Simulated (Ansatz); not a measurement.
Straining ScAl₃

Level of theory: Ansatz 0.2.0, DFT PBEsol, scalar-relativistic, plane waves, PAW. (420 eV cutoff, 14×14×14 k-mesh, Gaussian smearing of 0.10 eV, no spin polarisation)

Starting point, cell and atoms relaxed:

```
Sc Al
1.0
     4.07130    0.00000    0.00000
     0.00000    4.07130    0.00000
     0.00000    0.00000    4.07130
Sc Al
1 3
Cartesian
  0.0000 0.0000 0.0000
  2.0356 0.0000 2.0356
  0.0000 2.0356 2.0356
  2.0356 2.0356 0.0000
```

Deformation: biaxial strain in the a-b plane, with the length and tilt of c and the atoms relaxed, all within the symmetry that the strain leaves. Energies are extrapolated to zero smearing.

| strain (%) | ΔE (meV/atom) | a (Å) | b (Å) | c (Å) |
| --- | --- | --- | --- | --- |
| -6.0 | 97.4 | 3.827 | 3.827 | 4.182 |
| -4.0 | 41.1 | 3.908 | 3.908 | 4.143 |
| -2.0 | 9.8 | 3.990 | 3.990 | 4.107 |
| +0.0 | 0.0 | 4.071 | 4.071 | 4.071 |
| +2.0 | 8.5 | 4.153 | 4.153 | 4.036 |
| +4.0 | 32.0 | 4.234 | 4.234 | 3.996 |
| +6.0 | 67.2 | 4.316 | 4.316 | 3.951 |

Question: What stiffness (1/V) d²E/dε² at zero strain does a cubic fit over all points give?

Answer: A cubic fit gives (1/V) d²E/dε² = 434 GPa at zero strain (twice the biaxial modulus).

Question: How does the free axis c answer a small strain?

Answer: Between the innermost points its strain is -0.43 times the applied one.